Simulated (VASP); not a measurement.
Input of a VASP 6.6.1 run:

Contents of INCAR:

```
SYSTEM = NaI
PREC     = Accurate       ! precision mode
ENCUT    = 520            ! plane-wave cutoff, eV
EDIFF    = 1E-6           ! SCF threshold, eV
ISMEAR   = 0              ! smearing method
SIGMA    = 0.03           ! smearing width, eV
LREAL    = .False.        ! projectors in reciprocal space
LASPH    = .True.         ! aspherical terms in the spheres
NELM     = 100            ! most SCF steps
ALGO     = Normal         ! electronic algorithm
ISIF     = 2              ! what is computed and relaxed
LWAVE    = .False.        ! write WAVECAR
LCHARG   = .False.        ! write CHGCAR
GGA      = PE             ! functional
```

Contents of KPOINTS:

```
regular mesh
0
Gamma
  7 7 7
  0 0 0
```

The input POSCAR:

```
NaI
1.0
    0.0000000000      3.2364000000      3.2364000000
    3.2364000000      0.0000000000      3.2364000000
    3.2364000000      3.2364000000      0.0000000000
I Na
1 1
Direct
    0.5000000000      0.5000000000      0.5000000000
    0.0000000000      0.0000000000      0.0000000000
```

Potentials or basis: VASP PAW PBE potentials, release 64 (I, Na_pv).

Launch:

```sh
$ cat potpaw_PBE.64/I/POTCAR potpaw_PBE.64/Na_pv/POTCAR > POTCAR
$ mpirun -np 1 vasp_std > vasp.out
```

Task: What does it give for the pressure?

Result: 0.4 GPa.

Task: What does it give for the band gap on the k mesh?

Result: 3.64 eV, direct.

Caveat: spin-orbit coupling is left out, which moves the levels of the heavy elements. Expect the measured gap to be larger: semilocal functionals such as PBE lack the derivative discontinuity.
